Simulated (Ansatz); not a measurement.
# W: one crystal by all-electron and frozen-core methods

Does the method matter for W? The same cell, functional and mesh are run with LAPW, all electrons, frozen-core PAW and datasets made for this crystal.

The COD cell was measured well above room temperature, so it is larger than a cold one.

Program: Ansatz 0.2.0. Level of theory: DFT PBE, scalar-relativistic. These are calculated values, not measurements.

## Step 1: The structure to begin with

It takes space group Im-3m (No. 229, cubic). Conventional cell: a = 3.195 Å, b = 3.195 Å, c = 3.195 Å, α = 90.00°, β = 90.00°, γ = 90.00°. W (site symmetry m-3m) is surrounded by 8 W at 2.77 Å.

As a file:

```cif
data_structure
_symmetry_space_group_name_H-M 'P 1'
_symmetry_Int_Tables_number 1
_cell_length_a 2.7666
_cell_length_b 2.7666
_cell_length_c 2.7666
_cell_angle_alpha 109.471
_cell_angle_beta 109.471
_cell_angle_gamma 109.471
_cell_volume 16.30
loop_
_atom_site_label
_atom_site_type_symbol
_atom_site_fract_x
_atom_site_fract_y
_atom_site_fract_z
_atom_site_occupancy
W1 W 0.00000 0.00000 0.00000 1
```

The cell is a measured one (Crystallography Open Database entry 9006499); the temperature and pressure of the measurement aren't taken into account, and nothing was relaxed.

## Step 2: LAPW, all electrons

input.yaml reads:

```yaml
crystal:
  lattice:
    - [-1.5973, 1.5973, 1.5973]
    - [1.5973, -1.5973, 1.5973]
    - [1.5973, 1.5973, -1.5973]
  atoms:
    - { symbol: W, position: [0.0, 0.0, 0.0] }
kpoints:
  mp_grid: { grid: [14, 14, 14] }
  band_path:
    path:
      - [0.0, 0.0, 0.0]
      - [0.5, -0.5, 0.5]
      - [0.0, 0.0, 0.5]
      - [0.0, 0.0, 0.0]
      - [0.25, 0.25, 0.25]
      - [0.5, -0.5, 0.5]
      - [0.25, 0.25, 0.25]
      - [0.0, 0.0, 0.5]
    npoints: 8
scf:
  occupations: { method: fermi_dirac, width: 0.03 }
hamiltonian:
  xc: pbe
  pseudopotentials: { kind: all_electron, lapw: { basis_error: 0.001 } }
output:
  forces: true
  stress: true
  eigenvalues: true
  populations: true
  dos: { projected: true, de: 0.2, e_range: [-14, 8] }
```

The program printed:

```text
W: projections on atomic orbitals take those of the free atom 1s2 2s2 2p6 3s2 3p6 3d10 4s2 4p6 4d10 4f14 5s2 5p6 5d4 6s2, of charge +0.00 (hamiltonian.pseudopotentials.projection_atoms)
LAPW: plane waves up to 8.557 Å⁻¹, error target 1.0e-3 eV per atom; small_component_spin mean_spin; W in spheres of 1.383 Å, 44 of its electrons in bands, Dirac shells []
Engine: ansatz 0.2.0
Pseudopotentials: kind: all_electron
Pseudopotential: W, LAPW, valence charge 44, Koelling and Harmon's equation, gaussian nucleus
Functional definition: PBE
  parameter kappa = 0.804
  parameter beta = 0.06672455060314922
  exchange = pbe_x(kappa = kappa, mu = beta*pi^2/3)
  correlation = pbe_c(beta = beta)
Crystal: 1 atoms, lattice volume = 16.301 Å³
Basis set: ecut = 279.0058666123997 eV, 177 PW (Γ), exchange–correlation at level 2
Bands: 27, of which v1, the nominal top of the filled ones, is band 22 counted from 1 (21 counted from 0)
Symmetry: 48 space group operations
Space group: Im-3m (ITA 229), of the structure as read, at distance tolerance 2.5e-5 Å
k-points: 104 of 2744
Non-local potential: W, projectors of the file, none
Initial density: superposition of atomic densities (chi_scale 0.1, normalization cell)
Initial wavefunctions: plane waves of lowest kinetic energy (no species holds an atomic orbital)
Functional: x = pbe(κ = 0.804, μ = 0.2195149727645171), c = pbe(β = 0.06672455060314922)
iter 1 solved again at ethr=2.47e-4 eV; its pass at ethr=1.00e-1 eV (dr2=1.08e-1 eV) is discarded
SCF iter   1: F=—  HF=-439202.417314 eV  |F-HF|=—  |Δ(HF+E_count)|=         —  Δρ=3.55e-2  dr2=1.09e-1  ethr=2.47e-4  ⟨swp⟩=2.9  Hψ=17274  notcnv=0
preconditioner: auto → Kerker (q_TF=auto, 3.219 Å⁻¹)  [metal: Δε(μ)=0.061 eV  Ē_g=31.282 eV  σ=0.030 eV  W_gap=0.44  n_scr=12 (ndim 8)  ℏωp=46.9 eV  f_vac=0.000  D(μ)=0.47/eV (n_scr^D=0)]
SCF iter   2: F=—  HF=-439202.228898 eV  |F-HF|=—  |Δ(HF+E_count)|=   1.88e-1  Δρ=1.83e-2  dr2=3.35e-2  ethr=2.47e-4  ⟨swp⟩=2.0  Hψ=8738  notcnv=0
SCF iter   3: F=—  HF=-439202.216702 eV  |F-HF|=—  |Δ(HF+E_count)|=   1.22e-2  Δρ=1.09e-2  dr2=1.46e-2  ethr=7.61e-5  ⟨swp⟩=2.0  Hψ=8217  notcnv=0
SCF iter   4: F=—  HF=-439202.211456 eV  |F-HF|=—  |Δ(HF+E_count)|=         —  Δρ=6.28e-3  dr2=5.73e-3  ethr=3.31e-5  ⟨swp⟩=2.0  Hψ=8132  notcnv=0
the basis was enlarged: its passes take 332.0 KiB over the memory plan, 1 of 1 planned eigensolver slots
SCF iter   5: F=—  HF=-439202.212385 eV  |F-HF|=—  |Δ(HF+E_count)|=   9.29e-4  Δρ=1.97e-3  dr2=7.11e-4  ethr=1.30e-5  ⟨swp⟩=2.0  Hψ=8062  notcnv=0
iter 6 solved again at ethr=4.94e-8 eV; its pass at ethr=1.62e-6 eV (dr2=2.17e-5 eV) is discarded
SCF iter   6: F=—  HF=-439202.212452 eV  |F-HF|=—  |Δ(HF+E_count)|=   6.75e-5  Δρ=4.64e-4  dr2=2.17e-5  ethr=4.94e-8  ⟨swp⟩=2.0  Hψ=13962  notcnv=0
SCF iter   7: F=—  HF=-439202.212454 eV  |F-HF|=—  |Δ(HF+E_count)|=   1.86e-6  Δρ=9.15e-5  dr2=7.51e-7  ethr=4.93e-8  ⟨swp⟩=2.0  Hψ=8229  notcnv=0
SCF iter   8: F=-439202.212454 eV  HF=-439202.212454 eV  |F-HF|=6.40e-10  |Δ(HF+E_count)|=   1.53e-7  Δρ=1.29e-5  dr2=1.29e-8  ethr=1.71e-9  ⟨swp⟩=2.0  Hψ=8229  notcnv=0
SCF 1 converged in 8 iterations: F = -439202.212454 eV  dr2 = 1.29e-8
NSCF: frozen V_eff on 57 k-points
SCF converged after 8 iterations
Free energy (F): -439202.212454 eV
Harris-Foulkes:  -439202.212454 eV  (|F-HF|=6.40e-10)
Internal energy: -439202.210408 eV  (E = F + TS)
E sigma→0 (E₀):  -439202.211431 eV
Entropy (-TS):   -0.002047 eV (-2.047 meV/atom)
Fermi energy:    28.357931 eV
--- Per-component energies (eV) ---
  E_band       = -4391.157076
  E_kinetic    = 491883.087493
  E_xc         = -8832.967399
  E_electrostatic = -922252.330501  (all electrons and nuclei)
  E_smearing   = -0.002047  (= −TS)
  E_closure    = 0.000000  (closes the sum)
  E_atoms      = -439190.788623  (free atoms, spherical and without spin; not in F)
  Σ components = -439202.212454   (vs F -439202.212454, Δ=0.00e0)
  Basis errors (estimates in eV, not in F): energy 2.6e-4 per atom: plane waves 2.2e-4 (1.1e-4 summed), levels above the bands 6.0e-183, relativity 6.9e-8, radial functions 4.4e-5, core shells 1.8e-8; eigenvalues (radial functions only) 3.5e-6; not estimated: angular momenta, meshes, grids; target (lapw.basis_error) 1.0e-3; muffin-tin radii W 1.383 Å
--- Forces (eV/Å), atoms counted from 1 ---
  atom   1  W      0.00000000    -0.00000000     0.00000000
  max |Σ_I F_I| component: 5.26e-31 eV/Å
--- Stress (GPa, compression-positive) ---
       -2.497899       0.000000      -0.000000
        0.000000      -2.497899       0.000000
       -0.000000       0.000000      -2.497899
  P = ⅓ Tr σ = -2.4979 GPa (-24.979 kbar)
--- Band table (eV; the first three rows and the last of 104) ---
  k-point 0: bands = ["-389.8399", "-389.8399", "-389.8399", "-204.9217", "-204.9217", "-204.8811", "-204.8811", "-204.8811", "-45.8958", "-9.5384", "-9.5384", "-9.5384", "-0.0820", "-0.0820", "-0.0820", "-0.0660", "-0.0660", "-0.0660", "0.0074", "18.7931", "27.0671", "27.0671", "27.0671", "30.4476", "30.4476", "42.6956", "42.6956"]
  k-point 1: bands = ["-389.8399", "-389.8399", "-389.8399", "-204.9217", "-204.9217", "-204.8811", "-204.8811", "-204.8811", "-45.8900", "-9.6010", "-9.5581", "-9.5387", "-0.0814", "-0.0806", "-0.0804", "-0.0675", "-0.0665", "-0.0664", "0.0053", "19.0315", "26.9249", "27.0339", "27.2975", "30.2281", "30.4509", "42.8918", "43.0966"]
  k-point 2: bands = ["-389.8399", "-389.8399", "-389.8399", "-204.9217", "-204.9217", "-204.8811", "-204.8811", "-204.8811", "-45.8736", "-9.7736", "-9.6128", "-9.5395", "-0.0800", "-0.0768", "-0.0763", "-0.0711", "-0.0681", "-0.0670", "-0.0001", "19.7033", "26.5503", "26.8729", "27.9761", "29.8547", "30.4777", "43.2968", "44.2429"]
  k-point 103: bands = ["-389.8399", "-389.8399", "-389.8399", "-204.9217", "-204.9217", "-204.8811", "-204.8811", "-204.8811", "-45.6879", "-10.3662", "-10.3662", "-10.3662", "-0.0886", "-0.0886", "-0.0886", "-0.0699", "-0.0380", "-0.0380", "-0.0380", "22.6506", "22.6506", "33.2163", "33.2163", "33.2163", "36.2874", "36.2874", "36.2874"]
--- Löwdin populations: 1 site ---
  site symbol       q [e]
     0      W     73.8442
  spilling = 0.002105 (of n_electrons = 74.000000)
```

Wall time 15 s (1 thread, shared host).

Read from it: pressure -2.50 GPa; no gap.

Levels at the path's labelled points, in eV from the Fermi level:

| point | band 19 | band 20 | band 21 | band 22 | band 23 | band 24 | band 25 |
| --- | --- | --- | --- | --- | --- | --- | --- |
| Γ | -28.35 | -9.56 | -1.29 | -1.29 | -1.29 | 2.09 | 2.09 |
| H | -28.40 | -5.71 | -5.71 | 4.86 | 4.86 | 4.86 | 7.93 |
| N | -28.38 | -6.19 | -3.54 | 0.51 | 1.97 | 2.92 | 5.80 |
| Γ | -28.35 | -9.56 | -1.29 | -1.29 | -1.29 | 2.09 | 2.09 |
| P | -28.39 | -2.99 | -2.99 | -2.99 | 3.08 | 3.08 | 6.27 |
| H | -28.40 | -5.71 | -5.71 | 4.86 | 4.86 | 4.86 | 7.93 |
| P | -28.39 | -2.99 | -2.99 | -2.99 | 3.08 | 3.08 | 6.27 |
| N | -28.38 | -6.19 | -3.54 | 0.51 | 1.97 | 2.92 | 5.80 |

States per cell in windows of 1 eV (zero at the Fermi level; grid of 0.20 eV, so sharp peaks spill over the borders):

```
from  to  total  W 5d  W 6s
 -10  -9   0.01  0.00  0.01
  -9  -8   0.06  0.00  0.05
  -8  -7   0.11  0.01  0.10
  -7  -6   0.23  0.07  0.15
  -6  -5   0.72  0.49  0.22
  -5  -4   0.94  0.81  0.12
  -4  -3   1.05  1.02  0.01
  -3  -2   1.27  1.18  0.06
  -2  -1   1.21  1.04  0.10
  -1   0   0.36  0.29  0.03
   0   1   0.66  0.62  0.02
   1   2   1.07  1.03  0.02
   2   3   1.33  1.29  0.02
   3   4   1.26  1.08  0.12
   4   5   0.49  0.37  0.07
```

## Step 3: Frozen-core PAW

Changes to input.yaml since step 2:

```diff
@@ -24,3 +24,3 @@
   xc: pbe
-  pseudopotentials: { kind: all_electron, lapw: { basis_error: 0.001 } }
+  pseudopotentials: { kind: paw }
 output:
@@ -29,3 +29,5 @@
   eigenvalues: true
+  efg: { contact_densities: true }
   populations: true
+  bader: true
   dos: { projected: true, de: 0.2, e_range: [-14, 8] }
```

The program printed, cut to the lines that bear on the results:

```text
W: output.efg is read without spin–orbit coupling, which moves field gradients at and beside such atoms by some per cent and up to a factor of two; PAW files take it under magnetization.noncollinear and magnetization.spin_orbit
[...]
Pseudopotentials: kind: paw
Pseudopotential: W, paw, valence charge 14, recommended cutoff 420 eV (normal)
[... 1 set-up line as earlier in the session ...]
[...]
Crystal: 1 atoms, lattice volume = 16.301 Å³
Basis set: ecut = 420 eV, 321 PW (Γ), exchange–correlation on 40×40×40 points (8 copies of the dense FFT grid, shifted against one another)
Bands: 11, of which v1, the nominal top of the filled ones, is band 7 counted from 1 (6 counted from 0)
[... 2 set-up lines as earlier in the session ...]
k-points: 104 of 2744
[...]
  atom   1  W      0.00000000    -0.00000000    -0.00000000
[...]
--- Stress (GPa, compression-positive) ---
       -2.594315      -0.000000       0.000000
        0.000000      -2.594315      -0.000000
       -0.000000      -0.000000      -2.594315
  P = ⅓ Tr σ = -2.5943 GPa (-25.943 kbar)
--- PAW observables at the nuclei: V_zz in 10²¹ V/m², potentials from the cell's mean, atoms counted from 1 ---
  atom   1  W  V_zz =    +0.000000   η = 0.0000   by run symmetry: forbidden
            electrostatic potential = -14820.539751 V   contact ρ = 8822096.774457 e/Å³
--- Band table (eV; the first three rows and the last of 104) ---
  k-point 0: bands = ["-52.2479", "-15.8859", "-15.8859", "-15.8859", "12.4410", "20.7128", "20.7128", "20.7128", "24.0921", "24.0921", "36.3629"]
[...]
--- Löwdin populations: 1 site ---
  site symbol       q [e]
     0      W     13.8381
  spilling = 0.011561 (of n_electrons = 14.000000)
--- Bader charges: 1 site ---
  site symbol  charge [e]  shift [e]
     0      W      0.0000     0.0000
  estimated error of the sums over rays = 4.4e-7 e
```

Run time: 15 s. Hardware: 1 thread, shared host.

In short: pressure -2.59 GPa; no gap.

## Step 4: Datasets made for this crystal

Changes to input.yaml since step 3:

```diff
@@ -24,3 +24,3 @@
   xc: pbe
-  pseudopotentials: { kind: paw }
+  pseudopotentials: { kind: all_electron, datasets: crystal }
 output:
@@ -30,4 +30 @@
   efg: { contact_densities: true }
-  populations: true
-  bader: true
-  dos: { projected: true, de: 0.2, e_range: [-14, 8] }
```

The program printed, cut to the lines that bear on the results:

```text
[...]
W: output.efg is read without spin–orbit coupling, which moves field gradients at and beside such atoms by some per cent and up to a factor of two; PAW files take it under magnetization.noncollinear and magnetization.spin_orbit
[...]
[... 1 set-up line as earlier in the session ...]
Pseudopotential: W, paw, valence charge 28, recommended cutoff 300 eV (normal), Koelling and Harmon's equation, gaussian nucleus
[... 1 set-up line as earlier in the session ...]
[...]
Crystal: 1 atoms, lattice volume = 16.301 Å³
Basis set: ecut = 300 eV, 201 PW (Γ), exchange–correlation on 32×32×32 points (8 copies of the dense FFT grid, shifted against one another)
Bands: 7, of which v1, the nominal top of the filled ones, is band 3 counted from 1 (2 counted from 0)
[... 2 set-up lines as earlier in the session ...]
k-points: 104 of 2744
[...]
Fermi energy:    28.357876 eV
[...]
  The terms above E_closure are by the made datasets' own strengths, without shells solved beside the bands.
--- Forces (eV/Å), atoms counted from 1 ---
  atom   1  W      0.00000000    -0.00000000    -0.00000000
[...]
--- Stress (GPa, compression-positive) ---
       -2.496523       0.000000       0.000000
        0.000000      -2.496523       0.000000
       -0.000000      -0.000000      -2.496523
  P = ⅓ Tr σ = -2.4965 GPa (-24.965 kbar)
  It holds what live shells' own plane waves past their cutoff add
--- PAW observables at the nuclei: V_zz in 10²¹ V/m², potentials from the cell's mean, atoms counted from 1 ---
  atom   1  W  V_zz =    -0.000000   η = 0.0000   by run symmetry: forbidden
            electrostatic potential = -14820.495873 V   contact ρ = 8817759.801015 e/Å³
--- Band table (eV; the first three rows and the last of 104) ---
  k-point 0: bands = ["18.7931", "27.0671", "27.0671", "27.0671", "30.4477", "30.4477"]
[...]
```

It took 8.2 s on 1 thread, shared host.

This run gives: pressure -2.50 GPa; no gap.

```csv
atom,contact density (e/Å³)
W,8817760
```

## Step 5: Comparison

| method | pressure (GPa) | SCF cycles, all passes |
| --- | --- | --- |
| LAPW | -2.50 | 8 |
| PAW | -2.59 | 6 |
| crystal datasets | -2.50 | 7 |

## Step 6: Summary of results

| quantity | value |
| --- | --- |
| pressure | LAPW -2.50, PAW -2.59, crystal datasets -2.50 GPa |
| gap (LAPW) | none |

What this shows: At this geometry the cell is under tension of 2.5 GPa, so it would shrink if let go. Bands cross the Fermi level: the crystal is a metal at this level. Within 0.3 eV of the Fermi level the largest projected share is W 5d (96 %). The projection holds only the free atom's occupied shells (W 6s, W 5d in this range). In pressure, PAW differs from LAPW by -0.10 GPa. Spin-orbit coupling is left out, though the cell holds W; in elements this heavy it can shift bands and gaps by tenths of an eV.
